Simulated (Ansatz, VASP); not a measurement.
Two plane-wave programs on SiO2

```
CELL_PARAMETERS angstrom
5.06052 0.00000 0.00000
-2.53026 4.38254 0.00000
0.00000 0.00000 5.54135
ATOMIC_POSITIONS crystal
Si 0.00000 0.50000 0.33333
Si 0.50000 0.50000 0.66667
Si 0.50000 0.00000 0.00000
O 0.58279 0.79139 0.83333
O 0.79139 0.58279 0.50000
O 0.79139 0.20861 0.16667
O 0.41721 0.20861 0.83333
O 0.20861 0.41721 0.50000
O 0.20861 0.79139 0.16667
```

The cell comes from a database or a generator and needn't be the stable form of this composition.

Alike in both runs: task single point; functional PBE; k mesh 6 × 6 × 4; occupations gaussian, width 0.1 eV; no spin polarisation.

```csv
,VASP,Ansatz
version,VASP 6.6.1,Ansatz 0.2.0
potentials or method,"VASP PAW PBE potentials, release 64 (Si, O)","scalar-relativistic, plane waves, PAW"
plane-wave cutoff (eV),520,420
valence electrons in the cell,48,48
```

Ansatz gave:

| Item | Value |
| --- | --- |
| gap on the k mesh at the Fermi level (eV) | 5.72 |
| least direct gap on the mesh (eV) | 5.91 |
| pressure (GPa) | 5.0 |
| largest component of the traceless stress (GPa) | 0.06 |
| rms of the force components (eV/Å) | 0.117 |

Task: Which values does VASP return?

Result: gap on the k mesh at the Fermi level (eV): 5.72; least direct gap on the mesh (eV): 5.91; pressure (GPa): 5.1; largest component of the traceless stress (GPa): 0.03; rms of the force components (eV/Å): 0.111.

Atom by atom the forces differ by 0.006 eV/Å (rms over components). The functional is the same, so the differences come from potentials, cutoffs and numerics.

A k mesh can miss the band edges. Expect the measured gap to be larger: semilocal functionals such as PBE lack the derivative discontinuity.
